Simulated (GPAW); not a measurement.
**1 ML Co on W(110), 3 substrate layers: parallel, opposed and spinless runs**

Aim: find out whether 1 ML Co on W(110), 3 substrate layers carries moments, and which collinear order costs least.

Method: PBE; plane waves with GPAW's PAW setups, scalar-relativistic, in GPAW 26.7.0.

Report form: the programs' logs are mostly left out.

## Step 1: The structure

The cell holds 4 atoms: 3 W and 1 Co. Cell: a = 2.741 Å, b = 2.741 Å, c = 20.564 Å, α = 90.0°, β = 90.0°, γ = 109.5°. pseudomorphic film on the substrate's lattice, hard-sphere layer spacings, unrelaxed, 14 A of vacuum. Vacuum lies along c.

As a file:

```cif
data_structure
_symmetry_space_group_name_H-M 'P 1'
_symmetry_Int_Tables_number 1
_cell_length_a 2.7407
_cell_length_b 2.7407
_cell_length_c 20.5642
_cell_angle_alpha 90.000
_cell_angle_beta 90.000
_cell_angle_gamma 109.471
_cell_volume 145.63
loop_
_atom_site_label
_atom_site_type_symbol
_atom_site_fract_x
_atom_site_fract_y
_atom_site_fract_z
_atom_site_occupancy
W1 W 0.00000 0.00000 0.34040 1
W2 W 0.50000 0.50000 0.44922 1
W3 W 0.00000 0.00000 0.55803 1
Co4 Co 0.50000 0.50000 0.65960 1
```

## Step 2: Start 1: ferro +

The parallel start comes first: it fits the smallest cell, keeps the most symmetry and shows whether parallel moments form.

Contents of order1.py:

```python
import json
import numpy as np
from ase import Atoms
from ase.parallel import paropen, parprint
from gpaw import GPAW

atoms = Atoms(['W', 'W', 'W', 'Co'],
    cell=[[1.582345, -2.237774, 0.0],
         [1.582345, 2.237774, 0.0],
         [0.0, 0.0, 20.564189]],
    scaled_positions=[[0.0, 0.0, 0.340398],
         [0.5, 0.5, 0.449217],
         [0.0, 0.0, 0.558035],
         [0.5, 0.5, 0.659602]],
    pbc=True,
    magmoms=[0.0, 0.0, 0.0, 2.0])
atoms.calc = GPAW(mode={'name': 'pw', 'ecut': 500},
    xc='PBE',
    kpts={'size': (14, 14, 1), 'gamma': True},
    occupations={'name': 'fermi-dirac', 'width': 0.05},
    convergence={'density': 1e-05, 'energy': 1e-05},
    maxiter=250,
    symmetry={'tolerance': 1e-4},
    txt='order1.txt')
e = atoms.get_potential_energy(force_consistent=True)
res = {'free_energy': e, 'energy_sigma0': atoms.get_potential_energy(), 'fermi_energy': atoms.calc.get_fermi_level()}
res['moments'] = atoms.get_magnetic_moments().tolist()
res['total'] = atoms.get_magnetic_moment()
parprint('site moments (muB):', np.round(res['moments'], 3))
parprint(f"total moment: {res['total']:.3f} muB")
parprint(f'free energy: {e:.6f} eV')
atoms.calc.write('order1.gpw')
with paropen('results.json', 'w') as f:
    json.dump(res, f)
```

Run with:

```bash
$ OMP_NUM_THREADS=1 mpirun -n 4 gpaw python order1.py > order1.log
```

Elapsed: 2.6 min, on 4 MPI ranks of Arm Neoverse V1, shared host; peak memory 1.1 GiB; 10 min of CPU time.

Spin moment in the augmentation sphere by atom:

| atom | spin moment in the augmentation sphere (μB) |
| --- | --- |
| W1 | 0.01 |
| W2 | 0.00 |
| W3 | 0.04 |
| Co4 | 1.74 |

Read from the output:

- magnetization: 1.785 μB
- final state: ferromagnetic

After 27 cycles the largest moment stands at 1.74 μB.

## Step 3: Start 2: antiferro q=(1/2,1/2,0) +-

Reversing part of the moments tests the sign of the couplings between them.

This order needs a doubled cell of 8 atoms. Its mesh is chosen so that both cells sample the same points.

Contents of order2.py:

```python
import json
import numpy as np
from ase import Atoms
from ase.parallel import paropen, parprint
from gpaw import GPAW

atoms = Atoms(['W', 'W', 'W', 'W', 'W', 'W', 'Co', 'Co'],
    cell=[[3.16469, -4.475548, 0.0],
         [3.16469, 0.0, 0.0],
         [0.0, 0.0, 20.564189]],
    scaled_positions=[[0.0, 0.0, 0.340398],
         [0.5, 0.0, 0.340398],
         [0.0, 0.5, 0.449217],
         [0.5, 0.5, 0.449217],
         [0.0, 0.0, 0.558035],
         [0.5, 0.0, 0.558035],
         [0.0, 0.5, 0.659602],
         [0.5, 0.5, 0.659602]],
    pbc=True,
    magmoms=[0.0, 0.0, 0.0, 0.0, 0.0, 0.0, 2.0, -2.0])
atoms.calc = GPAW(mode={'name': 'pw', 'ecut': 500},
    xc='PBE',
    kpts={'size': (7, 14, 1), 'gamma': True},
    occupations={'name': 'fermi-dirac', 'width': 0.05},
    convergence={'density': 1e-05, 'energy': 1e-05},
    maxiter=250,
    symmetry={'tolerance': 1e-4},
    txt='order2.txt')
e = atoms.get_potential_energy(force_consistent=True)
res = {'free_energy': e, 'energy_sigma0': atoms.get_potential_energy(), 'fermi_energy': atoms.calc.get_fermi_level()}
res['moments'] = atoms.get_magnetic_moments().tolist()
res['total'] = atoms.get_magnetic_moment()
parprint('site moments (muB):', np.round(res['moments'], 3))
parprint(f"total moment: {res['total']:.3f} muB")
parprint(f'free energy: {e:.6f} eV')
atoms.calc.write('order2.gpw')
with paropen('results.json', 'w') as f:
    json.dump(res, f)
```

Run with:

```bash
$ OMP_NUM_THREADS=1 mpirun -n 4 gpaw python order2.py > order2.log
```

The job ended after 15 min (4 MPI ranks; peak memory 2.1 GiB; 58 min of CPU time).

Spin moment in the augmentation sphere by atom:

| atom | spin moment in the augmentation sphere (μB) |
| --- | --- |
| W1 | -0.07 |
| W2 | 0.07 |
| W3 | 0.02 |
| W4 | -0.02 |
| W5 | -0.02 |
| W6 | 0.02 |
| Co7 | 1.47 |
| Co8 | -1.47 |

This step gave:

```
magnetization : 0 μB
final state   : antiferromagnetic
```

It lies 70.9 meV a seeded atom over the first start, and its largest moment is 1.47 μB against 1.74 μB.

## Step 4: Run 3 (antiferro q=(0,1/2,0) +-)

The cell is doubled to 8 atoms to hold this order. Its mesh is chosen so that both cells sample the same points.

Contents of order3.py:

```python
import json
import numpy as np
from ase import Atoms
from ase.parallel import paropen, parprint
from gpaw import GPAW

atoms = Atoms(['W', 'W', 'W', 'W', 'W', 'W', 'Co', 'Co'],
    cell=[[1.582345, -2.237774, 0.0],
         [3.16469, 4.475548, 0.0],
         [0.0, 0.0, 20.564189]],
    scaled_positions=[[0.0, 0.0, 0.340398],
         [0.0, 0.5, 0.340398],
         [0.5, 0.25, 0.449217],
         [0.5, 0.75, 0.449217],
         [0.0, 0.0, 0.558035],
         [0.0, 0.5, 0.558035],
         [0.5, 0.25, 0.659602],
         [0.5, 0.75, 0.659602]],
    pbc=True,
    magmoms=[0.0, 0.0, 0.0, 0.0, 0.0, 0.0, 2.0, -2.0])
atoms.calc = GPAW(mode={'name': 'pw', 'ecut': 500},
    xc='PBE',
    kpts={'size': (14, 7, 1), 'gamma': True},
    occupations={'name': 'fermi-dirac', 'width': 0.05},
    convergence={'density': 1e-05, 'energy': 1e-05},
    maxiter=250,
    symmetry={'tolerance': 1e-4},
    txt='order3.txt')
e = atoms.get_potential_energy(force_consistent=True)
res = {'free_energy': e, 'energy_sigma0': atoms.get_potential_energy(), 'fermi_energy': atoms.calc.get_fermi_level()}
res['moments'] = atoms.get_magnetic_moments().tolist()
res['total'] = atoms.get_magnetic_moment()
parprint('site moments (muB):', np.round(res['moments'], 3))
parprint(f"total moment: {res['total']:.3f} muB")
parprint(f'free energy: {e:.6f} eV')
atoms.calc.write('order3.gpw')
with paropen('results.json', 'w') as f:
    json.dump(res, f)
```

Run with:

```bash
$ OMP_NUM_THREADS=1 mpirun -n 4 gpaw python order3.py > order3.log
```

The job ended after 9.9 min (4 MPI ranks; peak memory 2.1 GiB).

Spin moment in the augmentation sphere by atom:

| atom | spin moment in the augmentation sphere (μB) |
| --- | --- |
| W1 | 0.00 |
| W2 | 0.00 |
| W3 | -0.01 |
| W4 | 0.01 |
| W5 | 0.00 |
| W6 | 0.00 |
| Co7 | 1.63 |
| Co8 | -1.63 |

This step gave:

* magnetization: 0 μB
* final state: antiferromagnetic

It lies 35.3 meV a seeded atom over the first start, and its largest moment is 1.63 μB against 1.74 μB.

## Step 5: Order 4, typed as no spin polarisation

This run holds no moments, which gives a state to set the others against.

Contents of nospin.py:

```python
import json
import numpy as np
from ase import Atoms
from ase.parallel import paropen, parprint
from gpaw import GPAW

atoms = Atoms(['W', 'W', 'W', 'Co'],
    cell=[[1.582345, -2.237774, 0.0],
         [1.582345, 2.237774, 0.0],
         [0.0, 0.0, 20.564189]],
    scaled_positions=[[0.0, 0.0, 0.340398],
         [0.5, 0.5, 0.449217],
         [0.0, 0.0, 0.558035],
         [0.5, 0.5, 0.659602]],
    pbc=True)
atoms.calc = GPAW(mode={'name': 'pw', 'ecut': 500},
    xc='PBE',
    kpts={'size': (14, 14, 1), 'gamma': True},
    occupations={'name': 'fermi-dirac', 'width': 0.05},
    convergence={'density': 1e-05, 'energy': 1e-05},
    maxiter=250,
    symmetry={'tolerance': 1e-4},
    txt='nospin.txt')
e = atoms.get_potential_energy(force_consistent=True)
res = {'free_energy': e, 'energy_sigma0': atoms.get_potential_energy(), 'fermi_energy': atoms.calc.get_fermi_level()}
parprint(f'free energy: {e:.6f} eV')
atoms.calc.write('nospin.gpw')
with paropen('results.json', 'w') as f:
    json.dump(res, f)
```

Run with:

```bash
$ OMP_NUM_THREADS=1 mpirun -n 4 gpaw python nospin.py > nospin.log
```

Run time: 60 s. Hardware: 4 MPI ranks; peak memory 0.93 GiB; 4 min of CPU time.

Read from the output:

- final state: non-magnetic (no spin polarisation)

It lies 203 meV a seeded atom over the first start.

## Step 6: Ranking

These are free energies at a smearing of 0.05 eV, so its entropy term is in the differences. They are divided by the number of seeded atoms, so that cells of unlike size compare. Wavevectors q in the names are fractions of the reciprocal vectors of the first run's cell.

Orders:

| start | final state | typed order kept | energy over the lowest (meV a seeded atom) | largest site moment (μB) | net moment (μB a primitive cell) | mesh matched | CPU time (s) |
| --- | --- | --- | --- | --- | --- | --- | --- |
| ferro + | ferromagnetic | yes | 0 | 1.736 | 1.785 | yes | 623.2 |
| antiferro q=(1/2,1/2,0) +- | antiferromagnetic | yes | 70.94 | 1.467 | 0 | yes | 3504 |
| antiferro q=(0,1/2,0) +- | antiferromagnetic | yes | 35.27 | 1.63 | 0 | yes | 2382 |
| no spin polarisation | non-magnetic | - | 202.9 | 0 | 0 | yes | 237.7 |

## Step 7: What came out

| Quantity | Value |
| --- | --- |
| lowest state found | ferromagnetic (typed ferro +) |
| largest site moment | 1.74 μB |
| next state | antiferromagnetic, 35.3 meV a seeded atom higher |
| energy gained by spin polarisation | 203 meV a seeded atom |

The lowest state found is ferromagnetic, reached from the start ferro +, with moments up to 1.74 μB. The next state costs 35 meV a seeded atom. Only 4 starts are shown; other collinear patterns, canted and longer-period orders are not.

[Logs and program files are shortened in this print: banners, set-up blocks, solver, clock and traceback lines can be left out without a mark of their own.]

[Logs are printed without paths, hosts, clocks, repeated set-up lines and the standing remarks that a program may print on its own settings, such as how far it seeks lower states.]

[Hosts, paths, dates, database ids (printed as entryN), source tags and the programs' standing remarks are cut or masked in the printed files.]

[Where a cell is said to come from a database of computed structures, the database is the Materials Project.]
